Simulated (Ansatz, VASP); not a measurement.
# Two plane-wave programs on AlO2

INCAR

```
PREC = Accurate ; ENCUT = 520
EDIFF = 1E-7 ; ISMEAR = -1
SIGMA = 0.05 ; LREAL = F
LASPH = T ; NELM = 80
ALGO = Normal ; ISIF = 2
LWAVE = F ; LCHARG = T
GGA = PS ; LVHAR = T
NBANDS = 24 ; KPAR = 2
```

Contents of KPOINTS:

```
regular mesh
0
Gamma
  9 9 7
```

File POSCAR:

```
AlO2
1.0
    1.4881620000     -5.4028330000      0.0000000000
    1.4881620000      5.4028330000      0.0000000000
    0.0000000000      0.0000000000      3.6466120000
Al O
2 4
Direct
    0.6681330000      0.3318670000      0.7500000000
    0.3318670000      0.6681330000      0.2500000000
    0.0610720000      0.9389280000      0.7500000000
    0.9389280000      0.0610720000      0.2500000000
    0.2941840000      0.7058160000      0.7500000000
    0.7058160000      0.2941840000      0.2500000000
```

File input.yaml:

```yaml
crystal:
  lattice:
    - [1.488162, -5.402833, 0.0]
    - [1.488162, 5.402833, 0.0]
    - [0.0, 0.0, 3.646612]
  atoms:
    - { symbol: Al, position: [0.668133, 0.331867, 0.75] }
    - { symbol: Al, position: [0.331867, 0.668133, 0.25] }
    - { symbol: O, position: [0.061072, 0.938928, 0.75] }
    - { symbol: O, position: [0.938928, 0.061072, 0.25] }
    - { symbol: O, position: [0.294184, 0.705816, 0.75] }
    - { symbol: O, position: [0.705816, 0.294184, 0.25] }
hamiltonian:
  xc: pbesol
  pseudopotentials: { kind: paw }
kpoints:
  mp_grid: { grid: [9, 9, 7] }
scf:
  occupations: { method: fermi_dirac, width: 0.05 }
output:
  forces: true
  stress: true
  eigenvalues: true
  write_density: true
  write_potential: true
  elf: true
  volumetric_format: npy
```

The cell comes from a database or a generator and needn't be the stable form of this composition.

Alike in both runs: task single point; functional PBEsol; k mesh 9 × 9 × 7; occupations fermi-dirac, width 0.05 eV; no spin polarisation.

|  | VASP | Ansatz |
| --- | --- | --- |
| version | VASP 6.6.1 | Ansatz 0.2.0 |
| potentials or method | VASP PAW PBE potentials, release 64 (Al, O) | Ansatz PAW |
| plane-wave cutoff (eV) | 520 | 420 |
| valence electrons in the cell | 30 | 30 |

```tsv
	VASP	Ansatz	Ansatz less VASP
gap on the k mesh at the Fermi level (eV)	none	none	-
pressure (GPa)	-5.9	-5.9	0.00
largest component of the traceless stress (GPa)	1.07	1.15	+0.081
rms of the force components (eV/Å)	0.226	0.222	-0.0044
```

Atom by atom the forces differ by 0.005 eV/Å (rms over components). A gap of «none» marks a metal or a gap that the smearing closes. The functional is the same, so the differences come from potentials, cutoffs and numerics.

Caveats: the PAW data sets were made with another functional, which shifts forces and pressure a little (VASP); the pressure holds a Pulay correction of +0.9 GPa for the finite cutoff (Ansatz); the PAW data sets come from PBE, with cores solved anew for the run's functional, which leaves a small shift of forces and pressure (Ansatz).
